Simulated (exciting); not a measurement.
# CoO (I4/mmm) in exciting: band structure with revPBE+D2

Aim: the band structure of CoO with revPBE+D2.

Program: exciting (release sodium). These are calculated values, not measurements. Logs are shortened: lines on timing, memory, paths and dates and some standing lists are left out, and cuts for length are marked.

## 1. The crystal as given

Symmetry: I4/mmm, No. 139, tetragonal system. The conventional cell has a = 3.016 Å, b = 3.016 Å, c = 4.215 Å, α = 90.00°, β = 90.00°, γ = 90.00°. Around Co (site symmetry 4/mmm) lie 6 O at 2.11 to 2.13 Å. O (site symmetry 4/mmm) is surrounded by 6 Co at 2.11 to 2.13 Å.

## 2. Band structure, revPBE+D2, collinear spin, ferromagnetic start

File input.xml:

```xml
<input>
  <title>CoO</title>
  <structure speciespath="./" tshift="false" cartesian="true">
    <crystal scale="1.88972612463">
      <basevect>-1.508000440000 1.508000440000 2.107250360000</basevect>
      <basevect>1.508000440000 -1.508000440000 2.107250360000</basevect>
      <basevect>1.508000440000 1.508000440000 -2.107250360000</basevect>
    </crystal>
    <species speciesfile="Co.xml" rmt="2">
      <atom coord="0.000000000000 0.000000000000 0.000000000000" bfcmt="0 0 -8"/>
    </species>
    <species speciesfile="O.xml" rmt="1.45">
      <atom coord="0.000000000000 0.000000000000 3.982126056419" bfcmt="0 0 0"/>
    </species>
  </structure>
  <groundstate do="fromscratch" ngridk="6 6 6" rgkmax="6.5" gmaxvr="14" lmaxapw="10" lmaxmat="10" lmaxvr="8" xctype="GGA_PBE_R" stype="Fermi Dirac" swidth="0.00099958" nempty="24" ValenceRelativity="iora*" epsengy="1e-05" epspot="1e-05" maxscl="90" outputlevel="normal">
    <spin reducebf="0.5"/>
  </groundstate>
  <properties>
    <bandstructure>
      <plot1d>
        <path steps="80">
          <point coord="0 0 0" label="G"/>
          <point coord="0 0 0.5" label="X"/>
          <point coord="-0.2560593669 0.2560593669 0.5" label="Y"/>
          <point coord="-0.3780296835 0.3780296835 0.3780296835" label="S"/>
          <point coord="0 0 0" label="G"/>
          <point coord="0.5 0.5 -0.5" label="Z"/>
          <point coord="0.3780296835 0.6219703165 -0.3780296835" label="S1"/>
          <point coord="0 0.5 0" label="N"/>
          <point coord="0.25 0.25 0.25" label="P"/>
          <point coord="0.5 0.5 -0.2560593669" label="Y1"/>
          <point coord="0.5 0.5 -0.5" label="Z" breakafter="true"/>
          <point coord="0 0 0.5" label="X"/>
          <point coord="0.25 0.25 0.25" label="P"/>
        </path>
      </plot1d>
    </bandstructure>
    <dos nwdos="300" winddos="-0.6 0.5" inttype="tetra" ngrdos="100" nsmdos="1" lmirep="true"/>
    <DFTD2/>
  </properties>
</input>
```

Potentials or basis: all-electron LAPW+lo, shipped species files, valence relativity iora*.

Launch:

```console
$ OMP_NUM_THREADS=1 exciting_smp
```

INFO.OUT:

```text
================================================================================
EXCITING SODIUM started
[... 10 lines left out ...]

 Lattice vectors (cartesian) :
     -2.8497078274      2.8497078274      3.9821260564
      2.8497078274     -2.8497078274      3.9821260564
      2.8497078274      2.8497078274     -3.9821260564

 Reciprocal lattice vectors (cartesian) :
      0.0000000000      1.1024262289      0.7889234567
      1.1024262289      0.0000000000      0.7889234567
      1.1024262289      1.1024262289      0.0000000000

 Unit cell volume                           :     129.3527498618
 Brillouin zone volume                      :       1.9176261325

 Species :    1 (Co)
     parameters loaded from                 :    Co.xml
     name                                   :    cobalt
     nuclear charge                         :     -27.00000000
     electronic charge                      :      27.00000000
     atomic mass                            :  107428.65170000
     muffin-tin radius                      :       2.00000000
     # of radial points in muffin-tin       :     350

     atomic positions (cartesian) :
       1 :   0.00000000  0.00000000  0.00000000

     magnetic fields (cartesian) :
       1 :   0.00000000  0.00000000 -8.00000000

 Species :    2 (O)
     parameters loaded from                 :    O.xml
     name                                   :    oxygen
     nuclear charge                         :      -8.00000000
     electronic charge                      :       8.00000000
     atomic mass                            :   29165.12203000
     muffin-tin radius                      :       1.45000000
     # of radial points in muffin-tin       :     250

     atomic positions (cartesian) :
       1 :  -0.00000000  0.00000000  3.98212606

     magnetic fields (cartesian) :
       1 :   0.00000000  0.00000000  0.00000000

 Total number of atoms per unit cell        :       2

 Spin treatment                             :    spin-polarised
 Global magnetic field (cartesian) :        0.00000000   0.00000000   0.00000000
 collinear magnetisation in z-direction

 Number of Bravais lattice symmetries       :      16
 Number of crystal symmetries               :      16

 k-point grid                               :       6    6    6
 Total number of k-points                   :      30
 k-point set is reduced with crystal symmetries

 R^MT_min * |G+k|_max (rgkmax)              :       6.50000000
 Species with R^MT_min                      :       2 (O)
 Maximum |G+k| for APW functions            :       4.48275862
 Maximum |G| for potential and density      :      14.00000000

 G-vector grid sizes                        :      27    27    27
 Total number of G-vectors                  :    5977

 Maximum angular momentum used for
     APW functions                          :      10
     computing H and O matrix elements      :      10
     potential and density                  :       8
     inner part of muffin-tin               :       2

 Total nuclear charge                       :     -35.00000000
 Total electronic charge                    :      35.00000000
 Total core charge                          :      14.00000000
 Total valence charge                       :      21.00000000

 Number of empty states                     :      24
 Total number of valence states             :      70

 Maximum Hamiltonian size                   :     218
 Maximum number of plane-waves              :     202
 Total number of local-orbitals             :      16

 Exchange-correlation type                  :      21
     Revised PBE, Zhang-Yang, Phys. Rev. Lett. 80, 890 (1998)
     Generalised gradient approximation (GGA)

 Smearing scheme                            :    Fermi-Dirac
 Smearing width                             :       0.00099958

 Using multisecant Broyden potential mixing
[... 6 lines left out ...]
* Groundstate module started                                                   *
********************************************************************************
 Output level for this task is set to normal

++++++++++++++++++++++++++++++++++++++++++++++++++++++++++++++++++++++++++++++++
[... 5 lines left out ...]
+ SCF iteration number :    1                                                  +
++++++++++++++++++++++++++++++++++++++++++++++++++++++++++++++++++++++++++++++++
 Total energy                               :     -1470.31793703
 _______________________________________________________________
 Fermi energy                               :         0.28785771
 Kinetic energy                             :      1489.51516200
 Coulomb energy                             :     -2891.21024201
 Exchange energy                            :       -67.08987011
 Correlation energy                         :        -1.53298692
 No external B-field energy in total energy

 DOS at Fermi energy (states/Ha/cell)       :       174.82205314

 Electron charges :
     core                                   :        14.00000000
     core leakage                           :         0.00344030
     valence                                :        21.00000000
     interstitial                           :         3.09780875
     charge in muffin-tin spheres :
                  atom     1    Co          :        24.92183810
                  atom     2     O          :         6.98035315
     total charge in muffin-tins            :        31.90219125
     total charge                           :        35.00000000

 Moments :
     interstitial                           :         0.11863705
     moment in muffin-tin spheres :
                  atom     1    Co          :         2.30540002
                  atom     2     O          :         0.15964223
     total moment in muffin-tins            :         2.46504225
     total moment                           :         2.58367930
[... 311 lines left out ...]
 Electron charges :
     core                                   :        14.00000000
     core leakage                           :         0.00355093
     valence                                :        21.00000000
     interstitial                           :         3.26822079
     charge in muffin-tin spheres :
                  atom     1    Co          :        25.06680178
                  atom     2     O          :         6.66497744
     total charge in muffin-tins            :        31.73177921
     total charge                           :        35.00000000

 Moments :
     interstitial                           :         0.06847285
     moment in muffin-tin spheres :
                  atom     1    Co          :         1.34906738
                  atom     2     O          :         0.00490183
     total moment in muffin-tins            :         1.35396921
     total moment                           :         1.42244206

 RMS change in effective potential (target) :  0.245767E-01  ( 0.100000E-04)
 Absolute change in total energy   (target) :  0.365912      ( 0.100000E-04)
 Charge distance                   (target) :  0.976175E-02  ( 0.100000E-04)

++++++++++++++++++++++++++++++++++++++++++++++++++++++++++++++++++++++++++++++++
[... 49 further cycles ...]
+ SCF iteration number :   60                                                  +
++++++++++++++++++++++++++++++++++++++++++++++++++++++++++++++++++++++++++++++++
 Total energy                               :     -1468.87155779
 _______________________________________________________________
 Fermi energy                               :         0.30365448
 Kinetic energy                             :      1489.28608485
 Coulomb energy                             :     -2889.72379658
 Exchange energy                            :       -66.89645321
 Correlation energy                         :        -1.53739285
 No external B-field energy in total energy

 DOS at Fermi energy (states/Ha/cell)       :       111.92825180

 Electron charges :
     core                                   :        14.00000000
     core leakage                           :         0.00350606
     valence                                :        21.00000000
     interstitial                           :         3.31196426
     charge in muffin-tin spheres :
                  atom     1    Co          :        25.04002731
                  atom     2     O          :         6.64800843
     total charge in muffin-tins            :        31.68803574
     total charge                           :        35.00000000

 Moments :
     interstitial                           :         0.08297944
     moment in muffin-tin spheres :
                  atom     1    Co          :         2.43176157
                  atom     2     O          :         0.23372798
     total moment in muffin-tins            :         2.66548955
     total moment                           :         2.74846898
[... 315 lines left out ...]
 Electron charges :
     core                                   :        14.00000000
     core leakage                           :         0.00350606
     valence                                :        21.00000000
     interstitial                           :         3.31196457
     charge in muffin-tin spheres :
                  atom     1    Co          :        25.04002596
                  atom     2     O          :         6.64800947
     total charge in muffin-tins            :        31.68803543
     total charge                           :        35.00000000

 Moments :
     interstitial                           :         0.08297992
     moment in muffin-tin spheres :
                  atom     1    Co          :         2.43176210
                  atom     2     O          :         0.23372705
     total moment in muffin-tins            :         2.66548915
     total moment                           :         2.74846907

 RMS change in effective potential (target) :  0.984563E-08  ( 0.100000E-04)
 Absolute change in total energy   (target) :  0.456782E-06  ( 0.100000E-04)
 Charge distance                   (target) :  0.173321E-08  ( 0.100000E-04)

++++++++++++++++++++++++++++++++++++++++++++++++++++++++++++++++++++++++++++++++
| Convergency criteria checked for the last 2 iterations                       +
| Convergence targets achieved. Performing final SCF iteration                 +
++++++++++++++++++++++++++++++++++++++++++++++++++++++++++++++++++++++++++++++++
 Total energy                               :     -1468.87152778
 _______________________________________________________________
 Fermi energy                               :         0.30365455
 Kinetic energy                             :      1489.28609968
 Coulomb energy                             :     -2889.72378252
 Exchange energy                            :       -66.89645210
 Correlation energy                         :        -1.53739283
 No external B-field energy in total energy

 DOS at Fermi energy (states/Ha/cell)       :       111.92754753

 Electron charges :
     core                                   :        14.00000000
     core leakage                           :         0.00350606
     valence                                :        21.00000000
     interstitial                           :         3.31196461
     charge in muffin-tin spheres :
                  atom     1    Co          :        25.04002591
                  atom     2     O          :         6.64800947
     total charge in muffin-tins            :        31.68803539
     total charge                           :        35.00000000

 Moments :
     interstitial                           :         0.08297992
     moment in muffin-tin spheres :
                  atom     1    Co          :         2.43176215
                  atom     2     O          :         0.23372705
     total moment in muffin-tins            :         2.66548920
     total moment                           :         2.74846912

++++++++++++++++++++++++++++++++++++++++++++++++++++++++++++++++++++++++++++++++
[... 7 lines left out ...]

--------------------------------------------------------------------------------
- CAUTION! Warnings have been written in file WARNING.OUT !                    -
--------------------------------------------------------------------------------
================================================================================
| EXCITING SODIUM stopped                                                      =
================================================================================
```

Run time: 3.6 min. Hardware: 1 thread of Intel Xeon 6975P-C (Granite Rapids), shared host; peak memory 0.16 GiB.

Results:

| Quantity | Value |
| --- | --- |
| Free energy | -39970.0407 eV |
| Band gap on the k mesh | none (metal or under the smearing width) |
| Net moment | 2.75 μB per cell |
| Site moments | Co +2.43; O +0.23 μB |
| All electrons inside the program's atomic spheres | Co 25.04; O 6.65 (radii Co 2.0, O 1.45 bohr) |
| Dispersion energy per atom | -0.276 eV |

Levels at the corners of the path, in eV from the Fermi level:
Spin up:
```
point  band 9  band 10  band 11  band 12  band 13  band 14  band 15  band 16
    Γ   -3.20    -3.06    -3.06    -2.91     1.02    16.88    18.38    18.38
    X   -2.87    -2.34    -2.01    -1.92     5.92     9.84    11.86    15.84
    Y   -2.26    -2.22    -2.01    -1.31     8.14    10.05    10.17    12.75
    S   -2.14    -1.99    -1.91    -1.33     7.42     9.80     9.98    15.11
    Γ   -3.20    -3.06    -3.06    -2.91     1.02    16.88    18.38    18.38
    Z   -2.83    -2.35    -2.02    -2.02     5.93     9.99    11.73    15.78
   S1   -2.14    -1.99    -1.91    -1.33     7.42     9.80     9.98    15.11
    N   -2.25    -1.73     0.10     0.18     5.09     9.44    13.36    13.63
    P   -2.22    -2.22    -1.92    -1.29     8.23    10.03    10.03    12.94
   Y1   -2.26    -2.22    -2.01    -1.31     8.14    10.05    10.17    12.75
    Z   -2.83    -2.35    -2.02    -2.02     5.93     9.99    11.73    15.78
    X   -2.87    -2.34    -2.01    -1.92     5.92     9.84    11.86    15.84
    P   -2.22    -2.22    -1.92    -1.29     8.23    10.03    10.03    12.94
```
Spin down:
| point | band 6 | band 7 | band 8 | band 9 | band 10 | band 11 | band 12 | band 13 |
| --- | --- | --- | --- | --- | --- | --- | --- | --- |
| Γ | -2.74 | -2.74 | -1.14 | -1.14 | -1.11 | 0.08 | 0.14 | 1.51 |
| X | -4.04 | -3.94 | -2.27 | 0.08 | 0.13 | 0.57 | 1.06 | 6.77 |
| Y | -5.72 | -5.12 | -0.49 | -0.41 | 0.12 | 0.93 | 1.68 | 9.01 |
| S | -5.72 | -4.42 | -1.11 | -0.03 | 0.12 | 1.16 | 1.62 | 8.22 |
| Γ | -2.74 | -2.74 | -1.14 | -1.14 | -1.11 | 0.08 | 0.14 | 1.51 |
| Z | -4.03 | -4.03 | -2.28 | 0.12 | 0.12 | 0.65 | 1.02 | 6.77 |
| S1 | -5.72 | -4.42 | -1.11 | -0.03 | 0.12 | 1.16 | 1.62 | 8.22 |
| N | -4.79 | -4.75 | -0.17 | -0.12 | 0.15 | 2.70 | 2.73 | 5.32 |
| P | -5.75 | -5.25 | -0.37 | -0.37 | 0.08 | 0.96 | 1.65 | 9.11 |
| Y1 | -5.72 | -5.12 | -0.49 | -0.41 | 0.12 | 0.93 | 1.68 | 9.01 |
| Z | -4.03 | -4.03 | -2.28 | 0.12 | 0.12 | 0.65 | 1.02 | 6.77 |
| X | -4.04 | -3.94 | -2.27 | 0.08 | 0.13 | 0.57 | 1.06 | 6.77 |
| P | -5.75 | -5.25 | -0.37 | -0.37 | 0.08 | 0.96 | 1.65 | 9.11 |

States per cell in windows of 0.5 eV (zero at the Fermi level; states under -8 eV left out):
```
from (eV)    up  down  Co1 d down  Co1 d  O2 p  O2 p down  Co1 s  Co1 s down
     -8.0  0.15  0.01        0.00   0.02  0.05       0.00   0.01        0.00
     -7.5  0.46  0.14        0.01   0.06  0.17       0.05   0.02        0.01
     -7.0  0.27  0.44        0.03   0.03  0.11       0.17   0.01        0.02
     -6.5  0.41  0.29        0.02   0.11  0.16       0.12   0.00        0.01
     -6.0  0.93  0.14        0.01   0.29  0.35       0.06   0.00        0.00
     -5.5  0.43  0.40        0.05   0.12  0.17       0.18   0.00        0.00
     -5.0  0.24  0.88        0.15   0.06  0.10       0.43   0.00        0.00
     -4.5  0.07  0.49        0.07   0.02  0.03       0.25   0.00        0.00
     -4.0  0.04  0.17        0.02   0.03  0.01       0.09   0.00        0.00
     -3.5  0.25  0.05        0.01   0.20  0.01       0.03   0.00        0.00
     -3.0  1.03  0.00        0.00   0.91  0.03       0.00   0.00        0.00
     -2.5  1.17  0.01        0.01   1.02  0.05       0.00   0.00        0.00
     -2.0  1.24  0.09        0.07   0.96  0.15       0.00   0.01        0.00
     -1.5  0.47  0.27        0.21   0.30  0.11       0.01   0.00        0.00
     -1.0  0.42  0.59        0.49   0.25  0.12       0.03   0.00        0.00
     -0.5  0.28  1.50        1.31   0.16  0.10       0.07   0.00        0.00
      0.0  0.02  0.66        0.58   0.01  0.01       0.03   0.00        0.00
      0.5  0.00  0.36        0.31   0.00  0.00       0.02   0.00        0.00
      1.0  0.00  0.63        0.52   0.00  0.00       0.04   0.00        0.00
      1.5  0.01  0.50        0.38   0.00  0.00       0.06   0.00        0.00
      2.0  0.01  0.40        0.29   0.00  0.00       0.07   0.00        0.00
      2.5  0.02  0.07        0.04   0.00  0.00       0.01   0.00        0.00
      3.0  0.02  0.01        0.00   0.00  0.00       0.00   0.00        0.00
      3.5  0.03  0.02        0.00   0.00  0.01       0.00   0.00        0.00
      4.0  0.04  0.03        0.00   0.00  0.01       0.01   0.01        0.00
      4.5  0.06  0.04        0.00   0.00  0.01       0.01   0.01        0.00
      5.0  0.09  0.06        0.00   0.00  0.02       0.01   0.01        0.01
      5.5  0.12  0.09        0.00   0.00  0.02       0.02   0.01        0.01
      6.0  0.15  0.11        0.01   0.00  0.03       0.02   0.03        0.01
      6.5  0.14  0.13        0.01   0.00  0.02       0.03   0.03        0.01
      7.0  0.12  0.15        0.01   0.00  0.02       0.03   0.02        0.03
      7.5  0.11  0.13        0.01   0.00  0.02       0.02   0.02        0.02
```

Caveat: the k mesh is coarse (spacing up to 0.49 Å⁻¹), so the values aren't converged; the log's total energy holds no entropy term; the free energy is that total less TS from the occupations; the dispersion energy is computed afterwards and isn't part of the total energy; a cell with one magnetic atom can't hold antiferromagnetic order, which such compounds often take; semilocal functionals often make such compounds metallic where correlation or magnetic order opens a gap, which also shifts bond lengths. With open d or f shells a metallic result of revPBE can be an artefact of self-interaction; +U or a hybrid may open a gap.
